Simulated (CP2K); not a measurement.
The system is Se.

```xyz
3
Lattice="4.3662 0.0000 0.0000 -2.1831 3.7812 0.0000 0.0000 0.0000 4.9536" Properties=species:S:1:pos:R:3 pbc="T T T"
Se    1.6910    2.9289    0.0000
Se   -0.4921    0.8523    3.3024
Se    0.9841    0.0000    1.6512
```

Base run:

```yaml
Program: CP2K 2026.2
Functional: vdW-DF2
Potentials_or_basis: POTENTIAL_UZH Se GTH-PBE-q6; TZVP-MOLOPT-PBE-GTH basis
Density_cutoff: 9184 eV
k_mesh: 7 × 7 × 6
Occupations: fermi-dirac, width 0.05 eV
Spin: no spin polarisation
```

Its results: band gap on the k mesh 1.28 eV, indirect (least direct gap 1.53 eV); pressure 6.8 GPa; largest force 0.966 eV/Å.

Task: After a change of settings the same cell gave: band gap on the k mesh 1.25 eV, indirect (least direct gap 1.49 eV); pressure 4.9 GPa; largest force 0.508 eV/Å. Which change was it?
A. functional from vdW-DF2 to LDA
B. functional from vdW-DF2 to PBEsol
C. functional from vdW-DF2 to RPBE
D. functional from vdW-DF2 to PBE

Result: C.

Caveats: the potentials were made for another functional, which shifts forces and pressure; an odd mesh through Γ misses points on the zone boundary, where band edges often lie; the basis of atomic orbitals isn't converged, which shifts pressures, moduli and gaps.
